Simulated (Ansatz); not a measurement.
Space group I-43m (No. 217). a = 6.270 Å, b = 6.270 Å, c = 6.270 Å, α = 90.00°, β = 90.00°, γ = 90.00°
```
atom  site  symmetry       x       y       z
  Zn    8c       .3m  0.1648  0.1648  0.1648
   O    8c       .3m  0.3381  0.3381  0.3381
```

Equation of state of this ZnO structure (not necessarily the ground state), with shape and atoms relaxed at each volume where symmetry leaves them free. Computed with DFT PBE, scalar-relativistic, plane waves, PAW in Ansatz.

Settings: cutoff 420 eV, Γ-centred mesh 6×6×6 on the computed 8-atom cell, Gaussian smearing of 0.02 eV; no spin polarisation.

| V (Å³/atom) | E − E(largest V) (meV/atom) | P (GPa) | gap on mesh (eV) |
| --- | --- | --- | --- |
| 14.020 | 6.28 | 11.70 | 1.44 |
| 14.482 | -20.72 | 7.16 | 1.41 |
| 14.944 | -35.63 | 3.30 | 1.37 |
| 15.406 | -40.34 | 0.03 | 1.34 |
| 15.869 | -36.27 | -2.75 | 1.30 |
| 16.331 | -24.86 | -5.10 | 1.26 |
| 16.947 | 0.00 | -7.69 | 1.20 |

Problem. Fit a third-order Birch–Murnaghan equation, E = E0 + (9V0B0/16)·[(x − 1)³B0' + (x − 1)²(6 − 4x)] with x = (V0/V)^(2/3), to E(V).

Solution. V0 = 15.41 Å³/atom, B0 = 100 GPa, B0' = 4.4.

The cell was found from a structure generator's guess, not taken from experiment.
